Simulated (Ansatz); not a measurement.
# AgI (F-43m), effective masses from band slopes: input and output

Method: PBEsol, all-electron LAPW in Ansatz 0.2.0, scalar-relativistic.

The run reads the converged density of an earlier one (folder ck) and solves the listed points alone.

Command:

```sh
ansatz run input.yaml --threads 1 --pin off --max-ram 3072MiB --backend cpu --events-out ev --progress --plain --runs-dir out
```

input.yaml:

```yaml
crystal:
  lattice:
    - [0.0, 3.2365, 3.2365]
    - [3.2365, 0.0, 3.2365]
    - [3.2365, 3.2365, 0.0]
  atoms:
    - { symbol: Ag, position: [0.0, 0.0, 0.0] }
    - { symbol: I, position: [0.75, 0.75, 0.75] }
kpoints:
  mp_grid: { grid: [6, 6, 6] }
scf:
  occupations: { method: fixed }
hamiltonian:
  xc: pbesol
  pseudopotentials: { kind: all_electron, lapw: { basis_error: 0.001 } }
output:
  eigenstates:
    kpoints:
      - [0.0, 0.0, 0.0]
      - [0.0, 0.002575525, 0.002575525]
      - [0.0, 0.00515105, 0.00515105]
      - [0.0, 0.010302099, 0.010302099]
      - [0.002575525, 0.0, 0.002575525]
      - [0.00515105, 0.0, 0.00515105]
      - [0.010302099, 0.0, 0.010302099]
      - [0.002575525, 0.002575525, 0.0]
      - [0.00515105, 0.00515105, 0.0]
      - [0.010302099, 0.010302099, 0.0]
      - [0.001821171, 0.001821171, 0.003642342]
      - [0.003642342, 0.003642342, 0.007284684]
      # ... 22 further points ...
      - [0.01189584, 0.01189584, 0.01189584]
      - [-0.001051454, -0.001051454, 0.002102907]
      - [-0.002102907, -0.002102907, 0.004205814]
      - [-0.004205814, -0.004205814, 0.008411629]
    de_dk: true
    e_range: [-3, 4.197774736624]
checkpoint:
  read: ck
  post_process_only: true
```

Output:

```
Warning: RAYON_NUM_THREADS=1 ignored (pool sized by the plan → 1); use --threads N
LAPW: plane waves up to 8.112 Å⁻¹, error target 1.0e-3 eV per atom; small_component_spin mean_spin; Ag in spheres of 1.418 Å, 19 of its electrons in bands, Dirac shells []; I in spheres of 1.385 Å, 25 of its electrons in bands, ...
Engine: ansatz 0.2.0, aarch64-unknown-linux-gnu
Pseudopotentials: kind: all_electron
Pseudopotential: Ag, LAPW, valence charge 19, lapw/all_electron/scalar/gaussian/Ag, Koelling and Harmon's equation, gaussian nucleus
Pseudopotential: I, LAPW, valence charge 25, lapw/all_electron/scalar/gaussian/I, Koelling and Harmon's equation, gaussian nucleus
Functional definition: PBEsol
  exchange = pbesol_x
  correlation = pbesol_c
Crystal: 2 atoms, lattice volume = 67.804 Å³
Basis set: ecut = 250.72311457615464 eV, 609 PW (Γ), exchange–correlation at level 2
Bands: 27, of which v1, the nominal top of the filled ones, is band 22 counted from 1 (21 counted from 0)
Symmetry: 24 space group operations
Space group: F-43m (ITA 216), of the structure as read, at distance tolerance 4.1e-5 Å
k-points: 16 of 216 (time reversal used)
Non-local potential: Ag, projectors of the file, none
Non-local potential: I, projectors of the file, none
Initial density: read from a saved state, or passed on in memory by an earlier SCF of this step, an earlier step, the calling program or the single point that the run made first
Stability of the state it starts from, as read at its close in the unpolarized treatment: not read negative (Ritz values of 1 − χ₀K, real part plus size of imaginary part, from 0.88 to 0.97, by its mixing steps under the symmetry ...
Initial wavefunctions: plane waves of lowest kinetic energy (no species holds an atomic orbital)
Functional: x = pbesol(κ = 0.804, μ = 0.12345679012345678), c = pbesol(β = 0.046)
NSCF: frozen V_eff on 16 k-points
SCF 1: post-processed at a frozen density
NSCF: frozen V_eff on 38 k-points
post-processed at a frozen density (a non-self-consistent diagonalisation pass)
Frozen density: held to its close (this run's Kohn–Sham map moves it by 1.010 times the closing residual that it is held to, a close tighter than 2.5e-8 e/Å³ being held as that figure; up to 4 times is held)
Free energy (F): -338149.681642 eV
Harris-Foulkes:  -338149.681642 eV  (|F-HF|=1.75e-10)
Internal energy: -338149.681642 eV  (E = F + TS)
E sigma→0 (E₀):  -338149.681642 eV
Fermi energy:    8.146056 eV
--- Per-component energies (eV) ---
  E_band       = -1748.597344
  E_kinetic    = 356006.290821
  E_xc         = -8856.256962
  E_electrostatic = -685299.715501  (all electrons and nuclei)
  E_smearing   = -0.000000  (= −TS)
  E_closure    = 0.000000  (closes the sum)
  Σ components = -338149.681642   (vs F -338149.681642, Δ=0.00e0)
```

The pass finished at the stored density.

Masses along directions:

Band extrema of a crystal from Kohn-Sham levels and slopes, searched on the fine mesh and refined; masses in electron masses from slopes a step away, negative for holes; Cartesian axes as in the input; branches counted from each extremum; the finite step makes the lightest masses up to 3 per cent heavy.

```
Fine mesh : 12, 12, 12
```

| side | point | k a (r.l.u.) | k b (r.l.u.) | k c (r.l.u.) | direction | number | level from its edge (eV) | band mass (mₑ) |
| --- | --- | --- | --- | --- | --- | --- | --- | --- |
| conduction | Gamma | 0 | 0 | 0 | 100 | 1 | 0 | 0.1533 |
| conduction | Gamma | 0 | 0 | 0 | 010 | 1 | 0 | 0.1533 |
| conduction | Gamma | 0 | 0 | 0 | 001 | 1 | 0 | 0.1533 |
| conduction | Gamma | 0 | 0 | 0 | 110 | 1 | 0 | 0.1533 |
| conduction | Gamma | 0 | 0 | 0 | 111 | 1 | 0 | 0.1533 |
| conduction | Gamma | 0 | 0 | 0 | 11-2 | 1 | 0 | 0.1533 |
| valence | Gamma | 0 | 0 | 0 | 100 | 1 | 0 | -0.693 |
| valence | Gamma | 0 | 0 | 0 | 100 | 2 | 0 | -0.693 |
| valence | Gamma | 0 | 0 | 0 | 100 | 3 | 0 | -0.1847 |
| valence | Gamma | 0 | 0 | 0 | 010 | 1 | 0 | -0.693 |
| valence | Gamma | 0 | 0 | 0 | 010 | 2 | 0 | -0.693 |
| valence | Gamma | 0 | 0 | 0 | 010 | 3 | 0 | -0.1847 |
| valence | Gamma | 0 | 0 | 0 | 001 | 1 | 0 | -0.693 |
| valence | Gamma | 0 | 0 | 0 | 001 | 2 | 0 | -0.693 |
| valence | Gamma | 0 | 0 | 0 | 001 | 3 | 0 | -0.1847 |
| valence | Gamma | 0 | 0 | 0 | 110 | 1 | 0 | -2.746 |
| valence | Gamma | 0 | 0 | 0 | 110 | 2 | 0 | -0.693 |
| valence | Gamma | 0 | 0 | 0 | 110 | 3 | 0 | -0.1541 |
| valence | Gamma | 0 | 0 | 0 | 111 | 1 | 0 | -1.381 |
| valence | Gamma | 0 | 0 | 0 | 111 | 2 | 0 | -1.381 |
| valence | Gamma | 0 | 0 | 0 | 111 | 3 | 0 | -0.146 |
| valence | Gamma | 0 | 0 | 0 | 11-2 | 1 | 0 | -1.472 |
| valence | Gamma | 0 | 0 | 0 | 11-2 | 2 | 0 | -0.9225 |
| valence | Gamma | 0 | 0 | 0 | 11-2 | 3 | 0 | -0.153 |

### Band extrema

Principal masses of single bands.

```
Fine mesh                : 12, 12, 12
Band gap                 : 1.198 eV
Least direct gap on mesh : 1.198 eV
```

```
      side  point  k a (r.l.u.)  k b (r.l.u.)  k c (r.l.u.)  valleys  level (eV over the valence top)  mass light (mₑ)  mass middle (mₑ)  mass heavy (mₑ)
conduction  Gamma             0             0             0        1                            1.198           0.1532            0.1532           0.1532
   valence  Gamma             0             0             0        1                                0                –                 –                –
```

Limits of these numbers: no spin-orbit coupling on heavy atoms; semilocal gaps are low, and what follows the gap (onsets, screening, light masses) shifts with it; without spin-orbit coupling, bands that meet at the valence top are not the light and heavy holes of experiment; an audit marked the listed cell as up to 0.3 per cent off later refinements.

Time and hardware: 20 s on 1 thread of Arm Neoverse N1, with other jobs on the host, peak memory 0.27 GiB.
